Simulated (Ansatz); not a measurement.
**ZnS: S vacancy**

Computed with Ansatz, DFT PBE, scalar-relativistic, plane waves, PAW. (420 eV cutoff, 4×3×3 k-mesh, shifted by half a step, Gaussian smearing of 0.01 eV, collinear spin in charge +1 alone)

Host crystal, relaxed:

```yaml
crystal:
  lattice:
    - [3.84407, 0.00000, 0.00000]
    - [-1.92203, 3.32906, 0.00000]
    - [0.00000, 0.00000, 6.30464]
  atoms:
    - { symbol: Zn, position: [0.33333, 0.66667, 0.00027] }
    - { symbol: Zn, position: [0.66667, 0.33333, 0.50027] }
    - { symbol: S, position: [0.33333, 0.66667, 0.37473] }
    - { symbol: S, position: [0.66667, 0.33333, 0.87473] }
```

Supercell of 16 atoms, rows in host cell vectors: 0 0 -1; -2 -2 0; 0 2 0. Atoms relax at the host's cell, keeping the symmetry that the supercell leaves at the site. The cell is small, so energies carry finite-size errors of tenths of an eV. The host's Kohn–Sham gap is 2.08 eV. Atoms are taken from and returned to the elements' standard states. Charged cells are corrected for image charges with the computed static dielectric tensor (mean 9.2) and aligned with the host's potential at far atoms (alignment terms reach 1.67 eV; the program doubts the alignment in some charges, where it is up to 1.67 eV). No band-filling term is added, and the Fermi level counts from the host's valence band top.

Defect: S vacancy at (0.333, 0.667, 0.375) of the host cell.

Problem. What is the formation energy of the neutral defect?

Solution. 3.71 eV.

Problem. Does the neutral defect carry a moment, and how do its surroundings relax?

Solution. The neutral run had no spin polarisation, so a moment wasn't tested. The nearest neighbours before are 4 Zn at 2.36 Å; after relaxation the atoms near the site are 1 Zn at 1.80 Å, 3 Zn at 2.26 Å; the largest move is 0.60 Å.

Problem. Charges +2, +1, 0 were computed. Which is stable where in the gap?

Solution. Among the charges computed the stable one is +2 at the valence band top, changing to 0 at 1.04 eV. In charge +1 the cell has partly filled bands: a level of the defect may be part filled, the carrier may sit in the host's bands, or levels may cross between the k points, so transitions that involve it are doubtful. Levels between neighbouring charges: (+2/+1) 1.08 eV, (+1/0) 1.00 eV.